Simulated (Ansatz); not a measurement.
**Relativity in InP**

```
In P
1.0
     0.00000    2.93050    2.93050
     2.93050    0.00000    2.93050
     2.93050    2.93050    0.00000
In P
1 1
Direct
  0.00000 0.00000 0.00000
  0.75000 0.75000 0.75000
```

Atom numbers follow the list: In1, P2.

The cell is COD entry 1010146, as deposited and not checked against the literature; nothing was relaxed. It is an old determination, and later ones may differ.

One fixed cell is solved with PBE by LAPW (all electrons) in Ansatz 0.2.0 under different relativistic treatments. Pressure is positive in compression.

The runs use a Γ-centred 11×11×11 k mesh, Fermi–Dirac smearing of 0.03 eV, basis error target 0.25 meV/atom, no spin polarisation.

| setting | P (GPa) | gap on the k mesh (eV) |
| --- | --- | --- |
| scalar-relativistic | 3.34 | 0.71 |
| non-relativistic | 4.83 | ? |
| with spin–orbit coupling | ? | 0.69 |
| scalar-relativistic, point nuclei | 3.34 | 0.71 |

Task: Fill in "P (GPa)" for the row "with spin–orbit coupling".

Result: 3.27.

Task: Fill in "gap on the k mesh (eV)" for the row "non-relativistic".

Result: 1.25.
